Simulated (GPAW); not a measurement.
Runs of GPAW 26.7.0 on SiC. The structure is hexagonal, space group P6_3mc (No. 186). Conventional cell: a = 3.076 Å, b = 3.076 Å, c = 10.071 Å, α = 90.00°, β = 90.00°, γ = 120.00°. Si (site symmetry 3m) has 4 C at 1.88 to 1.89 Å as nearest neighbours. Around Si (site symmetry 3m) lie 4 C at 1.88 to 1.89 Å. Around C (site symmetry 3m) lie 4 Si at 1.88 to 1.89 Å. C (site symmetry 3m) is surrounded by 4 Si at 1.88 to 1.89 Å. The cell is a database's computed one.

```csv
task,level,potentials or basis,cell,cutoff (eV),eigensolver,optimizer,fmax,max steps,target pressure,grid spacing,gap on the mesh (eV),pressure (GPa),V0 of scaled cells (Å³/atom),B0 (GPa),largest force (eV/Å)
equation of state,PBE,"PAW data sets generated in the run's folder for this functional, pw",as given,800,-,-,-,-,-,-,-,-,10.57,213,-
relaxation of cell and atoms,BLYP+D3(BJ),"PAW data sets generated in the run's folder for this functional, pw",relaxed,800,davidson,BFGS,0.01 eV/Å,100,-,-,2.53,0.0,-,-,-
relaxation of cell and atoms,RPBE+D3(BJ),"the program's PAW data sets (release 1.2.1) made for this functional, pw",relaxed to 10 GPa,800,-,BFGS,0.02 eV/Å,40,10 GPa,-,(a),10.0,-,-,0.01
equation of state,PBE,"GPAW PAW data sets (gpaw-data 1.2.1), fd",as given,-,-,-,-,-,-,0.16 Å,-,-,10.56,(c),-
band structure,TASK,"GPAW PAW data sets (gpaw-data 1.2.1), pw",as given,800,-,-,-,-,-,-,2.97,9.1,-,-,(b)
```

Alike in all rows: no spin polarisation; k mesh 6 × 6 × 2; smearing fermi-dirac 0.05 eV; the mesh is coarse, so values aren't converged.

**Question.** Fill in the values left out.

**Answer.** (a) 2.24; (b) 0.02; (c) 212.

Caveats: some runs use coarse meshes; the cell was scaled at fixed shape and fractional positions, which overstates the stiffness of a crystal with free parameters, most of all of layers and chains (some runs); later steps reuse the first step's grids (some runs); the real-space grid adds noise to forces (some runs); the PAW data sets were made with another functional, which shifts forces and pressure a little (some runs).

A k mesh can miss the band edges.
